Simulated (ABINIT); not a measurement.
# BaTiO3 (Barioperovskite) (Amm2) in ABINIT: single point with PBE

Aim: the single point of BaTiO3 (Barioperovskite) with PBE.

Program: ABINIT 10.8.3 (patched build). These are calculated values, not measurements. Logs are shortened: lines on timing, memory, paths and dates and some standing lists are left out, and cuts for length are marked. The log counts tension as positive stress, the text compression.

## Step 1: The undisturbed crystal

Symmetry: Amm2, No. 38, orthorhombic system. The conventional cell has a = 3.986 Å, b = 5.674 Å, c = 5.690 Å, α = 90.00°, β = 90.00°, γ = 90.00°. Ba (site symmetry mm2) is surrounded by 12 O at 2.77 to 2.92 Å. Ti (site symmetry mm2) is surrounded by 6 O at 1.93 to 2.09 Å. Around O (site symmetry m) lie 2 Ti at 1.93 to 2.09 Å. Around O (site symmetry mm2) lie 2 Ti at 2.00 Å.

## Step 2: Single point, PBE (atoms moved at random, drawn with an rms of 0.05 Å)

run.abi

```
pp_dirpath "./"
pseudos "Ba.GGA_PBE-JTH.xml, Ti.GGA_PBE-JTH.xml, O.GGA_PBE-JTH.xml"

acell 3*1.0 Angstrom
rprim
     3.9855000000     0.0000000000     0.0000000000
     0.0000000000     2.8369000000     2.8451500000
     0.0000000000    -2.8369000000     2.8451500000
ntypat 3
znucl 56 22 8
natom 5
typat 1 2 3 3 3
xred
     0.0005220000    -0.0001460000     0.0060690000
     0.5039280000     0.5132700000     0.5199710000
     0.5003990000     0.9771650000     0.5031310000
     0.5168270000     0.5021070000     1.0096530000
     0.0052460000     0.4897220000     0.5025510000
chkprim 0
chksymtnons 0
tolsym 1.0e-6

ecut 23.0
pawecutdg 45.0
pawxcdev 0
pawovlp 30

kptopt 1
ngkpt 7 7 7
nshiftk 1
shiftk 0.0 0.0 0.0

ixc 11

nband 24
occopt 3
tsmear 0.05 eV

nstep 100
tolvrs 1.0e-9

iomode 3
prtwf 0
prtden 0
prteig 0
prtebands 0
```

Potentials or basis: JTH PAW PBE v2.0.

Started as:

```
> abinit run.abi > log 2>&1
```

run.abo:

```text
.Version 10.8.3 of ABINIT
 Symmetries : space group P1 (#  1); Bravais aP (primitive triclinic)
================================================================================
 Values of the parameters that define the memory need of the present run
     intxc =       0    ionmov =       0      iscf =      17    lmnmax =      18
     lnmax =       6     mgfft =      36  mpssoang =       3    mqgrid =    3001
     natom =       5  nloc_mem =       2    nspden =       1   nspinor =       1
    nsppol =       1      nsym =       1    n1xccc =       1    ntypat =       3
    occopt =       3   xclevel =       2
       mpw =        2304          nfft =       46656          nkpt =         172
 PAW method is used; the additional fine FFT grid is defined by:
   mgfftf=        48    nfftf =    110592
================================================================================
================================================================================

--------------------------------------------------------------------------------
------------- Echo of variables that govern the present computation ------------
--------------------------------------------------------------------------------
 -outvars: echo values of preprocessed input variables --------
            acell      1.8897261259E+00  1.8897261259E+00  1.8897261259E+00 Bohr
              amu      1.37327000E+02  4.78800000E+01  1.59994000E+01
          chkprim           0
      chksymtnons           0
             ecut      2.30000000E+01 Hartree
                       outvar_i_n : Printing only first  50 k-points.
              ixc          11
                       outvar_i_n : Printing only first  50 k-points.
         kptrlatt        7    0    0      0    7    0      0    0    7
          kptrlen      5.27205243E+01
            natom           5
            nband          24
            ngfft          36      36      36
          ngfftdg          48      48      48
             nkpt         172
            nstep         100
             nsym           1
           ntypat           3
                       prtocc : prtvol=0, do not print more k-points.
           occopt           3
        pawecutdg      4.50000000E+01 Hartree
          pawovlp      3.0000000000E+01
         pawxcdev           0
           prtden           0
        prtebands           0
           prteig           0
            prtwf           0
            rprim      3.9855000000E+00  0.0000000000E+00  0.0000000000E+00
                       0.0000000000E+00  2.8369000000E+00  2.8451500000E+00
                       0.0000000000E+00 -2.8369000000E+00  2.8451500000E+00
          spgroup           1
           tolsym      1.00000000E-06
           tolvrs      1.00000000E-09
           tsmear      1.83746611E-03 Hartree
            typat      1  2  3  3  3
           useylm           1
                       outvars : Printing only first  50 k-points.
           xangst      2.0804310000E-03 -1.7631333500E-02  1.6851823450E-02
                       2.0084050440E+00 -1.9010066900E-02  2.9397256311E+00
                       1.9943402145E+00  1.3447870546E+00  4.2116641644E+00
                       2.0598140085E+00 -1.4398572474E+00  4.3011839640E+00
                       2.0907933000E-02 -3.6394590100E-02  2.8231655259E+00
            xcart      3.9314448138E-03 -3.3318391550E-02  3.1845331043E-02
                       3.7953354831E+00 -3.5923820076E-02  5.5552763282E+00
                       3.7687568073E+00  2.5412792309E+00  7.9588918050E+00
                       3.8924843464E+00 -2.7209358580E+00  8.1280597091E+00
                       3.9510267229E-02 -6.8775807754E-02  5.3350096521E+00
             xred      5.2200000000E-04 -1.4600000000E-04  6.0690000000E-03
                       5.0392800000E-01  5.1327000000E-01  5.1997100000E-01
                       5.0039900000E-01  9.7716500000E-01  5.0313100000E-01
                       5.1682700000E-01  5.0210700000E-01  1.0096530000E+00
                       5.2460000000E-03  4.8972200000E-01  5.0255100000E-01
            znucl       56.00000   22.00000    8.00000

================================================================================

 chkinp: Checking input parameters for consistency.

================================================================================
== DATASET  1 ==================================================================

--- !DatasetInfo
iteration_state: {dtset: 1, }
dimensions: {natom: 5, nkpt: 172, mband: 24, nsppol: 1, nspinor: 1, nspden: 1, mpw: 2304, }
cutoff_energies: {ecut:  23.0, pawecutdg:  45.0, }
electrons: {nelect:   4.00000000E+01, charge:   0.00000000E+00, occopt:   3.00000000E+00, tsmear:   1.83746611E-03, }
meta: {optdriver: 0, ionmov: 0, optcell: 0, iscf: 17, paral_kgb: 0, }
...

 Exchange-correlation functional for the present dataset will be:
  GGA: Perdew-Burke-Ernzerhof functional - ixc=11
[... 121 lines left out ...]

================================================================================

 ----iterations are completed or convergence reached----

 Mean square residual over all n,k,spin=   15.327E-08; max=  14.076E-05
 reduced coordinates (array xred) for    5 atoms
       0.000522000000     -0.000146000000      0.006069000000
       0.503928000000      0.513270000000      0.519971000000
       0.500399000000      0.977165000000      0.503131000000
       0.516827000000      0.502107000000      1.009653000000
       0.005246000000      0.489722000000      0.502551000000
 rms dE/dt=  3.1669E-02; max dE/dt=  6.6702E-02; dE/dt below (all hartree)
    1      -0.018810324621     -0.008465596268     -0.028777185948
    2       0.006069612116     -0.023472447901      0.012473972610
    3      -0.008746601890     -0.042974580873     -0.025033888462
    4       0.039860937513      0.053870832295      0.066702141404
    5      -0.018734629282      0.021097832500     -0.027587704776

 cartesian coordinates (angstrom) at end:
    1      0.00208043100000    -0.01763133350000     0.01685182345000
    2      2.00840504400000    -0.01901006690000     2.93972563115000
    3      1.99434021450000     1.34478705460000     4.21166416440000
    4      2.05981400850000    -1.43985724740000     4.30118396400000
    5      0.02090793300000    -0.03639459010000     2.82316552595000

 cartesian forces (hartree/bohr) at end:
    1      0.00248796584253    -0.00185189161151     0.00342314567724
    2     -0.00081548303993     0.00339511337694     0.00098252055527
    3      0.00115174887545     0.00171577660626     0.00628424271775
    4     -0.00530214702543     0.00123924073906    -0.01125314581799
    5      0.00247791534738    -0.00449823911076     0.00056323686774
 frms,max,avg= 4.1731675E-03 1.1253146E-02   9.587E-06 -4.251E-05  4.030E-05 h/b

 cartesian forces (eV/Angstrom) at end:
    1      0.12793634752028    -0.09522809547025     0.17602522811549
    2     -0.04193382393347     0.17458374927711     0.05052323832430
    3      0.05922530842927     0.08822878048144     0.32314875328871
    4     -0.27264736229587     0.06372432094658    -0.57866002396617
    5      0.12741953027980    -0.23130875523488     0.02896280423766
 frms,max,avg= 2.1459290E-01 5.7866002E-01   4.930E-04 -2.186E-03  2.072E-03 e/A
 length scales=  1.889726125908  1.889726125908  1.889726125908 bohr
              =  1.000000000000  1.000000000000  1.000000000000 angstroms
 Fermi (or HOMO) energy (hartree) =   0.18824   Average Vxc (hartree)=  -0.41542
 Eigenvalues (hartree) for nkpt= 172  k points:
 kpt#   1, nband= 24, wtk=  0.00292, kpt=  0.0000  0.0000  0.0000 (reduced coord)
  -1.92327   -1.05130   -1.04941   -1.04934   -0.76043   -0.46856   -0.44518   -0.44216
  -0.21597   -0.21534   -0.21495    0.06751    0.06796    0.06877    0.10600    0.10719
   0.11236    0.14001    0.14061    0.14337    0.22217    0.22809    0.23028    0.30170
      occupation numbers for kpt#   1
   2.00000    2.00000    2.00000    2.00000    2.00000    2.00000    2.00000    2.00000
   2.00000    2.00000    2.00000    2.00000    2.00000    2.00000    2.00000    2.00000
   2.00000    2.00000    2.00000    2.00000    0.00000    0.00000    0.00000    0.00000
 prteigrs : prtvol=0 or 1, do not print more k-points.

--- !EnergyTerms
iteration_state     : {dtset: 1, }
comment             : Components of total free energy in Hartree
kinetic             :  3.97163176117524E+01
hartree             :  2.95672060126123E+01
xc                  : -2.18749479375478E+01
Ewald energy        : -1.03359361038317E+02
psp_core            :  9.30123218582901E+00
local_psp           : -9.04910637617035E+01
PAW spherical_terms :  3.88202623726987E+00
internal            : -1.33258590690104E+02
'-kT*entropy'       : -1.03969039280718E-11
total_energy        : -1.33258590690115E+02
total_energy_eV     : -3.62615098186380E+03
...

--- !EnergyTermsDC
iteration_state     : {dtset: 1, }
comment             : '"Double-counting" decomposition of free energy'
band_energy         : -1.42900190012471E+01
Ewald energy        : -1.03359361038317E+02
psp_core            :  9.30123218582901E+00
xc_dc               : -2.78539471478379E+01
PAW spherical_terms :  2.94350153600731E+00
internal            : -1.33258593465565E+02
'-kT*entropy'       : -1.03969039280718E-11
total_energy_dc     : -1.33258593465576E+02
total_energy_dc_eV  : -3.62615105738794E+03
...

--- !EnergyTermsWithPAWCore
iteration_state     : {dtset: 1, }
comment             : 'Components of total free energy, including PAW core contributions'
Total energy        : -9.21555969695543E+03
Total energy DC     : -9.21555969973089E+03
Total energy (eV)   : -2.50768154386750E+05
Total energy DC (eV): -2.50768154462274E+05
...

 Cartesian components of stress tensor (hartree/bohr^3)
  sigma(1 1)= -1.37843160E-04  sigma(3 2)= -4.13445222E-05
  sigma(2 2)= -1.45748322E-04  sigma(3 1)=  8.95678153E-07
  sigma(3 3)= -1.38798081E-04  sigma(2 1)= -1.29426800E-06

-Cartesian components of stress tensor (GPa)         [Pressure=  4.1424E+00 GPa]
- sigma(1 1)= -4.05548579E+00  sigma(3 2)= -1.21639784E+00
- sigma(2 2)= -4.28806369E+00  sigma(3 1)=  2.63517610E-02
- sigma(3 3)= -4.08358052E+00  sigma(2 1)= -3.80786792E-02

== END DATASET(S) ==============================================================
================================================================================

 -outvars: echo values of variables after computation  --------
            acell      1.8897261259E+00  1.8897261259E+00  1.8897261259E+00 Bohr
           etotal     -1.3325859347E+02
            fcart      2.4879658425E-03 -1.8518916115E-03  3.4231456772E-03
                      -8.1548303993E-04  3.3951133769E-03  9.8252055527E-04
                       1.1517488754E-03  1.7157766063E-03  6.2842427177E-03
                      -5.3021470254E-03  1.2392407391E-03 -1.1253145818E-02
                       2.4779153474E-03 -4.4982391108E-03  5.6323686774E-04
            rprim      3.9855000000E+00  0.0000000000E+00  0.0000000000E+00
                       0.0000000000E+00  2.8369000000E+00  2.8451500000E+00
                       0.0000000000E+00 -2.8369000000E+00  2.8451500000E+00
           strten     -1.3784316019E-04 -1.4574832248E-04 -1.3879808083E-04
                      -4.1344522246E-05  8.9567815268E-07 -1.2942679987E-06
           xangst      2.0804310000E-03 -1.7631333500E-02  1.6851823450E-02
                       2.0084050440E+00 -1.9010066900E-02  2.9397256311E+00
                       1.9943402145E+00  1.3447870546E+00  4.2116641644E+00
                       2.0598140085E+00 -1.4398572474E+00  4.3011839640E+00
                       2.0907933000E-02 -3.6394590100E-02  2.8231655259E+00
             xred      5.2200000000E-04 -1.4600000000E-04  6.0690000000E-03
                       5.0392800000E-01  5.1327000000E-01  5.1997100000E-01
                       5.0039900000E-01  9.7716500000E-01  5.0313100000E-01
                       5.1682700000E-01  5.0210700000E-01  1.0096530000E+00
                       5.2460000000E-03  4.8972200000E-01  5.0255100000E-01
 Calculation completed.
```

It took 12 min on 1 thread of Intel Xeon Platinum 8375C at 2.90GHz (Ice Lake), shared host; peak memory 0.37 GiB.

Results:

- Free energy: -3626.1511 eV
- Pressure: 4.1 GPa
- Largest force: 0.643 eV/Å
- Band gap on the k mesh: 1.96 eV, indirect (least direct gap 2.14 eV)

Forces on the atoms (eV/Å):
```
Ba   0.128 -0.095  0.176
Ti  -0.042  0.175  0.051
O    0.059  0.088  0.323
O   -0.273  0.064 -0.579
O    0.127 -0.231  0.029
```

Levels at points of the mesh, in eV from the valence-band top:
```csv
k point,band 17,band 18,band 19,band 20,band 21,band 22,band 23,band 24
"(0.00, 0.00, 0.00)",-1.03,-0.27,-0.26,-0.18,1.96,2.12,2.18,4.13
```

Caveat: this set's barium file shifts pressures by 1.5 GPa and gaps by 0.1 eV against other sets; spin-orbit coupling is left out, which moves the levels of the heavy elements; an odd mesh through Γ misses points on the zone boundary, where band edges often lie; the atomic spheres overlap.
